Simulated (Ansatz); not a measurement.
## Lattice dynamics of HfO2 (Fm-3m)

The cell of HfO2 (Fm-3m) is at rest. What are its phonons? After the zone centre comes a 4×4×4 q mesh on a 8×8×8 k mesh.

Program: Ansatz 0.2.0. Level of theory: DFT PBEsol, scalar-relativistic, plane waves, PAW; PAW set soft_1. Results are calculated unless marked as measured.

## 1. Set-up

The structure is cubic, space group Fm-3m (No. 225). The conventional cell has a = 5.045 Å, b = 5.045 Å, c = 5.045 Å, α = 90.00°, β = 90.00°, γ = 90.00°. Nearest to Hf lie 8 O at 2.18 Å. O has 4 Hf at 2.18 Å nearest. Farther neighbours and most contacts between anions are not listed.

## 2. Zone-centre response

The cell comes from relaxations at this level that are not shown. The zone centre comes first: it holds the modes that light can see, as far as symmetry allows. The response to a homogeneous field gives the Born charges and the dielectric tensor.

input.yaml reads:

```yaml
crystal:
  lattice:
    - [0.0, 2.5222544473, 2.5222544473]
    - [2.5222544473, 0.0, 2.5222544473]
    - [2.5222544473, 2.5222544473, 0.0]
  atoms:
    - { symbol: Hf, position: [0.0, 0.0, 0.0] }
    - { symbol: O, position: [0.25, 0.25, 0.25] }
    - { symbol: O, position: [0.75, 0.75, 0.75] }
kpoints:
  mp_grid: { grid: [8, 8, 8] }
hamiltonian:
  xc: pbesol
  pseudopotentials: { kind: paw, azcp: { folder: soft_1 }, xc_functional: pbe }
scf:
  occupations: { method: fixed }
output:
  eigenvalues: true
phonons:
  method: dfpt
  dielectric: true
  rigid_motions: translations
```

Launch:

```
$ ansatz run input.yaml --threads 4 --pin off --max-ram 16384MiB --backend cpu --events-out ev --progress --plain --runs-dir out
```

Numbers of over 12 decimals in the logs are rounded to 6 here.

The program printed:

```text
Engine: ansatz 0.2.0, x86_64-unknown-linux-gnu
Pseudopotentials: kind: paw
Pseudopotential: Hf, paw, valence charge 26, recommended cutoff 420 eV (normal), soft_1/Hf.paw.azcp
Pseudopotential: O, paw, valence charge 6, recommended cutoff 420 eV (normal), soft_1/O.paw.azcp
Functional definition: PBEsol
  exchange = pbesol_x
  correlation = pbesol_c
Crystal: 3 atoms, lattice volume = 32.092 Å³
Basis set: ecut = 420 eV, 609 PW (Γ), exchange–correlation on 48×48×48 points (8 copies of the dense FFT grid, shifted against one another)
Bands: 23, of which v1, the nominal top of the filled ones, is band 19 counted from 1 (18 counted from 0)
Symmetry: 48 space group operations
k-points: 95 of 512 (irreducible under 4 space group operations, time reversal used)
Non-local potential: Hf, projectors of the file, l = 0: 3, l = 1: 2, l = 2: 2, l = 3: 3
Non-local potential: O, projectors of the file, l = 0: 2, l = 1: 2, l = 2: 1
PAW form: soft (Blöchl's): semilocal exchange-correlation on the pseudo side does not see the compensation charge
PAW frozen core: Hf, regenerated for the run's functional, and the local potential with it (the file was generated under x = pbe(κ = 0.804, μ = 0.219515), c = pbe(β = 0.066725))
PAW frozen core: O, regenerated for the run's functional, and the local potential with it (the file was generated under x = pbe(κ = 0.804, μ = 0.219515), c = pbe(β = 0.066725))
PAW one-centre angular grid: Hf, 590 points (default); XC on 64 Gauss nodes
PAW one-centre angular grid: O, 110 points (default); XC on 64 Gauss nodes
Initial density: superposition of atomic densities (chi_scale 0.1, normalization cell, long waves kept (reshape's long-wave potential 0.00 eV rms))
Initial wavefunctions: pseudopotential atomic-orbital guess
Functional: x = pbesol(κ = 0.804, μ = 0.123457), c = pbesol(β = 0.046)
SCF iter   1: F=—  HF=-16726.434852 eV  |F-HF|=—  |Δ(HF+E_count)|=         —  Δρ=9.04e-2  dr2=1.92e0  ethr=3.10e-3  ⟨swp⟩=4.1  Hψ=7191  notcnv=0  defer=182
preconditioner: auto → none  [insulator: Δε(μ)=3.042 eV  Ē_g=19.280 eV  n_scr=14 (ndim 8)  ℏωp=39.3 eV  f_vac=0.001  ε∞_Penn≈5.2]
SCF iter   2: F=—  HF=-16725.940838 eV  |F-HF|=—  |Δ(HF+E_count)|=   4.94e-1  Δρ=3.78e-2  dr2=4.01e-1  ethr=3.10e-3  ⟨swp⟩=2.1  Hψ=5125  notcnv=0  defer=164
SCF iter   3: F=—  HF=-16725.863011 eV  |F-HF|=—  |Δ(HF+E_count)|=   7.78e-2  Δρ=2.62e-2  dr2=1.15e-1  ethr=1.06e-3  ⟨swp⟩=2.0  Hψ=3799  notcnv=0  defer=190
SCF iter   4: F=—  HF=-16725.847043 eV  |F-HF|=—  |Δ(HF+E_count)|=   1.60e-2  Δρ=6.16e-3  dr2=4.86e-3  ethr=3.03e-4  ⟨swp⟩=2.4  Hψ=3746  notcnv=0  defer=190
SCF iter   5: F=—  HF=-16725.850484 eV  |F-HF|=—  |Δ(HF+E_count)|=   3.44e-3  Δρ=2.74e-3  dr2=8.73e-4  ethr=1.28e-5  ⟨swp⟩=2.0  Hψ=4406  notcnv=0  defer=190
SCF iter   6: F=—  HF=-16725.850658 eV  |F-HF|=—  |Δ(HF+E_count)|=   1.74e-4  Δρ=2.99e-4  dr2=1.02e-5  ethr=2.30e-6  ⟨swp⟩=2.0  Hψ=3622  notcnv=0  defer=188
SCF iter   7: F=—  HF=-16725.850662 eV  |F-HF|=—  |Δ(HF+E_count)|=   4.05e-6  Δρ=3.03e-5  dr2=2.47e-7  ethr=2.68e-8  ⟨swp⟩=2.5  Hψ=3828  notcnv=0
SCF iter   8: F=—  HF=-16725.850658 eV  |F-HF|=—  |Δ(HF+E_count)|=   4.23e-6  Δρ=2.99e-6  dr2=9.14e-10  ethr=6.49e-10  ⟨swp⟩=2.2  Hψ=3963  notcnv=0
SCF iter   9: F=—  HF=-16725.850658 eV  |F-HF|=—  |Δ(HF+E_count)|=   1.77e-9  Δρ=7.91e-7  dr2=1.30e-10  ethr=1.00e-12  ⟨swp⟩=8.7  Hψ=15442  notcnv=0
SCF iter  10: F=-16725.850658 eV  HF=-16725.850658 eV  |F-HF|=3.64e-12  |Δ(HF+E_count)|=  1.46e-11  Δρ=2.86e-8  dr2=1.48e-13  ethr=1.00e-12  ⟨swp⟩=6.4  Hψ=11083  notcnv=0
SCF 1 converged in 10 iterations: F = -16725.850658 eV  dr2 = 1.48e-13
  greatest PAW one-centre occupation: 0.999 electrons in one spin orbital (limit 2), on the Hf atom at site 0 (counted from 0), in its partial waves of l = 3
DFPT response loops at Γ: preconditioner auto → none (the input reference at scf.mixing.eps_inf says where Resta's filter doesn't serve); β = 0.50; Broyden in place of MSR1
SCF converged after 10 iterations
Free energy (F): -16725.850658 eV
Harris-Foulkes:  -16725.850658 eV  (|F-HF|=3.64e-12)
Internal energy: -16725.850658 eV  (E = F + TS)
E sigma→0 (E₀):  -16725.850658 eV
Fermi energy:    14.968269 eV
--- Per-component energies (eV) ---
  E_band       = 13.590479
  E_kinetic    = 742.637764
  E_local      = -6935.921469  (includes V_loc(G=0)·N_el)
  E_nonlocal   = 176.432282
  E_hartree    = 3309.387728
  E_xc         = -406.039449
  E_vxc        = -436.286848  (∫ρ·V_xc dr)
  E_paw        = -7892.721859  (= ΣΔE_a)
  E_vpaw       = -152.048430  (= ΣTr[D̂ρ^β])
  E_aug_tail   = 0.001713  (compensation charges beyond the density's cutoff)
  E_ewald      = -5720.949000
  E_core_change = 1.321632  (= ΣΔE_core)
  E_smearing   = -0.000000  (= −TS)
  E_closure    = -0.000000  (closes the sum)
  Σ components = -16725.850658   (vs F -16725.850658, Δ=0.00e0)
--- Band table (eV; the first three rows and the last of 95) ---
  k-point 0: bands = [... 15 lower, 9.4160, 14.3343, 14.3343, 14.3343, 18.7760, 18.7760, 20.6746, 25.5706]
  k-point 1: bands = [... 15 lower, 9.8688, 13.8622, 14.0325, 14.0325, 19.0822, 19.0822, 21.2893, 24.8262]
  k-point 2: bands = [... 15 lower, 10.8976, 12.9268, 13.4935, 13.4935, 19.5348, 19.5348, 21.9327, 24.2584]
  k-point 94: bands = [... 15 lower, 12.3103, 12.3103, 13.4790, 14.7536, 19.7374, 20.1012, 22.1286, 22.1286]
--- Phonons (Γ-DFPT): 2 representative perturbations + reference, on 95 of 512 k-points (Σ response iterations 9) ---
  k mesh reduced under 4 symmetry operations, with k and −k counted as one. Each operation leaves every solved perturbation unchanged. A smaller set is not considered because the run solves the response to a homogeneous field
  ASR residual: 8.797e-6 → 0.000e0 eV/Å²; symmetrization residual: 5.788e-7 eV/Å²
  ASR residual per site (eV/Å²): 8.80e-6 6.17e-6 6.17e-6
  Γ frequencies (cm⁻¹): 0.00 0.00 0.00 236.31 236.31 236.31 580.25 580.25 580.25
  ε∞ (high-frequency dielectric tensor):
        5.379544    -0.000000     0.000000
        0.000000     5.379544     0.000000
        0.000000    -0.000000     5.379544
  ε⁰ (static dielectric tensor: ions relaxed, cell fixed):
       36.696779     0.000000     0.000000
        0.000000    36.696779    -0.000000
        0.000000    -0.000000    36.696779
  ε⁰ − ε∞ (ionic part):
       31.317235     0.000000     0.000000
        0.000000    31.317235    -0.000000
        0.000000    -0.000000    31.317235
  softest optical mode at Γ: 236.31 cm⁻¹; the repairs (sum rule, projections) moved no ω² at Γ by more than (0.44 cm⁻¹)²
  Born effective charges Z* (e; rows j = field, columns β = displacement):
    site 0:
         5.56318   -0.00000    0.00000
         0.00000    5.56318    0.00000
        -0.00000   -0.00000    5.56318
    site 1:
        -2.78159    0.00000   -0.00000
        -0.00000   -2.78159    0.00000
        -0.00000    0.00000   -2.78159
    site 2:
        -2.78159    0.00000   -0.00000
         0.00000   -2.78159   -0.00000
         0.00000    0.00000   -2.78159
  Z* charge neutrality: 9.261e-6 e pre-enforcement
  k-mesh period / interband length: 28.5 Å / 1.37 Å = 20.90 at k = (0.0000, 0.0000, 0.0000), direct gap 4.442 eV — 14 or more, which is no proof of convergence
  optical modes at Γ without the LO–TO term, one row a degenerate level:
      ω (cm⁻¹)  modes    IR ((D/Å)²/amu)
        236.31      3            78.9444
        580.25      3             0.0000
  optical modes at Γ + LO–TO along q̂ = [1.0000, 0.0000, 0.0000]:
      ω (cm⁻¹)  modes    IR ((D/Å)²/amu)
        236.31      2            52.6296
        580.25      3             0.0000
        617.21      1            26.3148
  optical modes at Γ + LO–TO along q̂ = [0.0000, 1.0000, 0.0000]:
      ω (cm⁻¹)  modes    IR ((D/Å)²/amu)
        236.31      2            52.6296
        580.25      3             0.0000
        617.21      1            26.3148
  optical modes at Γ + LO–TO along q̂ = [0.0000, 0.0000, 1.0000]:
      ω (cm⁻¹)  modes    IR ((D/Å)²/amu)
        236.31      2            52.6296
        580.25      3             0.0000
        617.21      1            26.3148
```

Elapsed: 6.4 s, on 4 threads of Intel Xeon 6975P-C (Granite Rapids), shared host; peak memory 0.64 GiB; 22 s of CPU time.

In the SCF lines HF is the Harris–Foulkes energy and dr2 the Hartree energy of the density residual, in eV; the loop may stop once dr2 is under the threshold and the program's other checks hold. Hψ counts applications of the Hamiltonian.

Numbers from this step:

- gap on the k-mesh: 3.688 eV
- volume per atom: 10.70 Å³
- sum-rule residual before enforcement: 8.80e-6 eV/Å²
- miss of the charge sum rule: 9.26e-6 e
- point group: m-3m
- highest optical mode at the zone centre (no LO-TO term): 580.2 cm⁻¹
- lowest optical zone-centre mode: 236.3 cm⁻¹
- mean high-frequency dielectric constant: 5.380
- largest Born charge (third of the trace): 5.563 e
- mean static dielectric constant: 36.70
- top of the zone-centre spectrum with the field: 617.2 cm⁻¹

Without the LO-TO term. Patterns of degenerate modes are one choice out of their space. Modes at Γ, with each element's share of the kinetic energy:

```csv
mode,frequency (cm⁻¹),symmetry,Hf %,O %
1,0.0,acoustic,85,15
2,0.0,acoustic,85,15
3,0.0,acoustic,85,15
4,236.3,T1u,15,85
5,236.3,T1u,15,85
6,236.3,T1u,15,85
7,580.2,T2g,0,100
8,580.2,T2g,0,100
9,580.2,T2g,0,100
```

Displacements in mode 5 (236.3 cm⁻¹), the largest set to 1:
```
Hf1  0.00  0.00 -0.18
O2   0.00  0.00  1.00
O3   0.00  0.00  1.00
```

Displacements in mode 7 (580.2 cm⁻¹), the largest set to 1:
```
Hf1  0.00  0.00  0.00
O2   0.00 -0.24  1.00
O3   0.00  0.24 -1.00
```

Optical modes at the zone centre, without and with the macroscopic field of the longitudinal modes; each column is sorted by frequency, so a row need not hold one and the same mode. Modes with and without the field, by row:

| rank among optical modes | no field (cm⁻¹) | q along (1, 0, 0) (cm⁻¹) |
| --- | --- | --- |
| 1 | 236.3 | 236.3 |
| 2 | 236.3 | 236.3 |
| 3 | 236.3 | 580.2 |
| 4 | 580.2 | 580.2 |
| 5 | 580.2 | 580.2 |
| 6 | 580.2 | 617.2 |

Born charge (rows field, columns displacement) (e), principal values of the symmetric part by kind of site:

```
atom  atoms with these values    low  middle   high   mean
 Hf1                        1   5.56    5.56   5.56   5.56
  O2                        2  -2.78   -2.78  -2.78  -2.78
```

In full for O2:

```
-2.78  0.00  0.00
 0.00 -2.78  0.00
 0.00  0.00 -2.78
```

High-frequency dielectric tensor:

```
5.38 0.00 0.00
0.00 5.38 0.00
0.00 0.00 5.38
```

Static dielectric tensor (ions relaxed, fixed cell):

```
36.70  0.00  0.00
 0.00 36.70  0.00
 0.00  0.00 36.70
```

Transverse modes. Lines of the infrared spectrum (strongest = 100):

```csv
position (cm⁻¹),label,relative intensity
236,T1u,100
580,T2g,0.0
```

Before it was imposed, the acoustic sum rule was missed by 8.8e-6 eV/Å² and the charge sum rule by 9.3e-6 e. Small misses are needed for a sound result but don't prove that mesh and cutoff are converged. The lowest optical mode is real, 236 cm⁻¹.

(Continued in part 2 of 2.)

[Logs are printed without paths, hosts, clocks, repeated set-up lines and the standing remarks that a program may print on its own settings, such as how far it seeks lower states.]

[Hosts, paths, dates, database ids (printed as entryN), source tags and the programs' standing remarks are cut or masked in the printed files.]
